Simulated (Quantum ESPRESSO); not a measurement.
The system is PtS2.

```
Pt S
1.0
     3.54320    0.00000    0.00000
    -1.77160    3.06850    0.00000
     0.00000    0.00000    5.03880
Pt S
1 2
Direct
  0.00000 0.00000 0.00000
  0.66667 0.33333 0.77300
  0.33333 0.66667 0.22700
```

Base run:

- Program: Quantum ESPRESSO 7.5
- Functional: WC
- Potentials or basis: GBRV 1.5 PBE
- Cutoff: 612 eV
- Density cutoff: 4898 eV
- k mesh: 8 × 8 × 4, shifted
- Occupations: fermi-dirac, width 0.05 eV
- Spin: no spin polarisation

Its results: pressure 7.1 GPa; largest force 1.081 eV/Å; electronic dielectric tensor (diagonal) 18.97, 18.97, 9.51.

Question: The run is repeated on the same cell with these changes: functional from WC to PBE. What comes out?

Answer: Pressure 11.3 GPa; largest force 1.249 eV/Å; electronic dielectric tensor (diagonal) 18.19, 18.19, 8.93.

PBE binds less tightly than WC, so the same cell stands under more pressure.

Caveats: the cell is more than 3 GPa from zero pressure, which shifts response properties; the potentials were made for another functional, which shifts forces and pressure (some runs); forces of over 1 eV/Å show positions far from the minimum, so gaps and moduli don't describe the material at rest (some runs).
